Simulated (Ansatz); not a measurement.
Crystal: MgO.

```
CELL_PARAMETERS angstrom
2.93802 0.00000 0.00000
-1.46901 2.54440 0.00000
0.00000 0.00000 2.67968
ATOMIC_POSITIONS crystal
Mg 0.00000 0.00000 0.00000
O 0.33333 0.66667 0.50000
```

Measurements of this composition are mostly on another form, of space group No. 225.

Base run:

| Item | Value |
| --- | --- |
| Program | Ansatz 0.2.0 |
| Functional | HSE06 |
| Potentials or basis | Ansatz PAW |
| Cutoff | 420 eV (not typed: the program's choice for these potentials) |
| k mesh | 8 × 8 × 8 |
| Occupations | fermi-dirac, width 0.05 eV |
| Spin | no spin polarisation |

Its results: band gap on the k mesh 4.60 eV, indirect (least direct gap 5.02 eV); pressure -5.7 GPa.

Problem. The run is repeated on the same cell with these changes: functional from HSE06 to PBE0. What comes out?

Solution. Band gap on the k mesh 5.33 eV, indirect (least direct gap 5.74 eV); pressure -5.6 GPa.

Caveats: the PAW data sets come from PBE, with cores solved anew for the run's functional, which leaves a small shift of forces and pressure; the thresholds are loose for stress.
